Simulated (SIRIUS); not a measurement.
**TePb: single point with PBE**

The system is TePb.

```
Pb Te
1.0
     0.00000    3.23100    3.23100
     3.23100    0.00000    3.23100
     3.23100    3.23100    0.00000
Pb Te
1 1
Direct
  0.99209 0.00797 0.99531
  0.50633 0.50811 0.49049
```

The cell isn't the ideal one: atoms moved at random, drawn with an rms of 0.05 Å.

```
Program                                     : SIRIUS 7.10.0
Task                                        : single point
Functional                                  : PBE
Potentials or basis                         : PseudoDojo 0.4.1 PBE standard (scalar relativistic)
Cutoff                                      : 1102 eV
Density cutoff                              : 4408 eV
k mesh                                      : 7 × 7 × 7
Occupations                                 : fermi-dirac, width 0.05 eV
Spin                                        : no spin polarisation
Libxc names                                 : ["XC_GGA_X_PBE", "XC_GGA_C_PBE"]
Energy tol                                  : 1e-08 Ha
Density tol                                 : 1e-06
Mixer                                       : anderson
Mixing beta                                 : 0.7
Max scf                                     : 100
Radial cutoff for the potentials' integrals : 6.5 bohr
```

* Pressure: 2.2 GPa
* Largest force: 0.039 eV/Å
* Band gap on the k mesh: 1.02 eV

Forces on the atoms (eV/Å):
```
Pb  -0.010  0.020  0.032
Te   0.010 -0.020 -0.032
```

Run time: 6.6 min on 1 thread of Arm Neoverse V2 (shared host), peak memory 1.9 GiB.

Caveat: spin-orbit coupling is left out, which as a rule narrows the gap of such compounds by several tenths of an eV; an odd mesh through Γ misses points on the zone boundary, where band edges often lie.
